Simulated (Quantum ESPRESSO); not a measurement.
AlN: equation of state with PBEsol

The system is AlN.

```
Al N
1.0
     3.31212    0.00000    0.00000
    -1.65606    2.86838    0.00000
     0.00000    0.00000    4.18756
Al N
2 2
Direct
  0.66667 0.33333 0.25000
  0.33333 0.66667 0.75000
  0.66667 0.33333 0.75000
  0.33333 0.66667 0.25000
```

Measurements of this composition are mostly on another form, of space group No. 186.

```
Program             : Quantum ESPRESSO 7.5
Task                : equation of state
Functional          : PBEsol
Potentials or basis : GBRV 1.5 PBEsol
Cutoff              : 612 eV
Density cutoff      : 4898 eV
k mesh              : 9 × 9 × 7
Occupations         : fermi-dirac, width 0.05 eV
Spin                : no spin polarisation
Mixing beta         : 0.5
Most SCF iterations : 120
SCF threshold       : 8e-10 Ry
```

The equilibrium volume is 9.81 Å³/atom and the bulk modulus at fixed shape and positions is 215 GPa. The pressure derivative of the bulk modulus is 4.0.

Energy against volume, from the lowest point:
| volume (Å³/atom) | energy (meV/atom) |
| --- | --- |
| 9.349 | 15.42 |
| 9.548 | 4.61 |
| 9.747 | 0.00 |
| 9.946 | 0.99 |
| 10.145 | 7.04 |
| 10.344 | 17.68 |
| 10.543 | 32.46 |

All runs of the series together: 46 s on 2 threads of Intel(R) Xeon(R) 6975P-C (Granite Rapids), on a shared host.

Caveat: the cell was scaled at fixed shape and fractional positions, which overstates the stiffness of a crystal with free parameters, most of all of layers and chains.
